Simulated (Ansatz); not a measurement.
## The polar optical mode of NaF, worked through

Method: Ansatz, DFT r2SCAN+D3(BJ), scalar-relativistic, plane waves, PAW. Plane waves to 500 eV; Γ-centred k mesh 8×8×8; fixed occupations. No spin polarisation. Phonons by linear response, acoustic sum rule imposed.

The cell is fixed (symmetry leaves no force on the atoms) and stands under -0.3 GPa:
Space group F-43m (No. 216). a = 5.047 Å, b = 5.047 Å, c = 5.047 Å, α = 90.00°, β = 90.00°, γ = 90.00°
```csv
atom,site,symmetry,x,y,z
Na,4a,-43m,0.0000,0.0000,0.0000
F,4d,-43m,0.2500,0.2500,0.7500
```

The cell is the ideal cubic zincblende prototype; this isn't the usual structure of the compound.

Linear response gives ν_TO = 301.5 cm⁻¹, Born charges ±0.969 e (positive on Na) and ε∞ = 1.660. The primitive cell holds 32.143 Å³, and the masses are 22.990 and 18.998 amu.

Question: Find ν_LO and the static dielectric constant.

Answer: The long-wave field adds a restoring force: ω_LO² − ω_TO² = Z*²e²/(ε_vac ε∞ μV). In these units ν_LO² − ν_TO² = 4.92064×10⁷ Z*²/(μ V ε∞) cm⁻², with μ = m₁m₂/(m₁ + m₂) = 10.402 amu: 83191 cm⁻². So ν_LO = √(301.5² + 83191) = 417.2 cm⁻¹, and the run gives 417.2. Lyddane–Sachs–Teller then gives ε0 = ε∞ (ν_LO/ν_TO)² = 3.18, against 3.18 in the run (it forms both from the same three quantities, so the match checks the arithmetic only). Between ν_TO and ν_LO the dielectric function is negative and an undamped crystal reflects fully: a reststrahlen band from 24.0 to 33.2 μm.

Question: What do the Clausius–Mossotti polarisability and the Szigeti charge come to?

Answer: With the Lorentz local field, α = (3V/4π)(ε∞ − 1)/(ε∞ + 2) = 1.38 Å³ for the pair, and e_S = 3Z*/(ε∞ + 2) = 0.79 e. The Born charge includes the electrons' response to the dipole's own local field, and e_S takes that enhancement out. The Lorentz field assumes point-like polarisable ions, a fair picture at this small ε∞.

Question: How strongly does a slow electron couple to the LO mode?

Answer: For one isotropic parabolic band, Fröhlich's constant is α_F = (1/ε∞ − 1/ε0) √(m* Ry/ħω_LO), with Ry = 13.606 eV, ħω_LO = 51.7 meV and m* in free-electron masses: α_F = 0.2879 × 16.22 × √m* = 4.67 √m*. The band mass isn't part of this run; for m* = 0.1, 0.3 and 1 it gives 1.48, 2.56, 4.67. In weak coupling the polaron lies α_F ħω_LO below the band edge (132 meV at m* = 0.3) with a mass m*(1 + α_F/6); past α_F of about 5 or 6 that expansion fails. A semilocal functional's ε∞ tends to be too large, which taken alone lowers α_F.

Cost: 1 run of about 5.5 core-minutes, on Intel Xeon Processor @ 2.50GHz (Skylake/Cascade Lake) (shared hosts).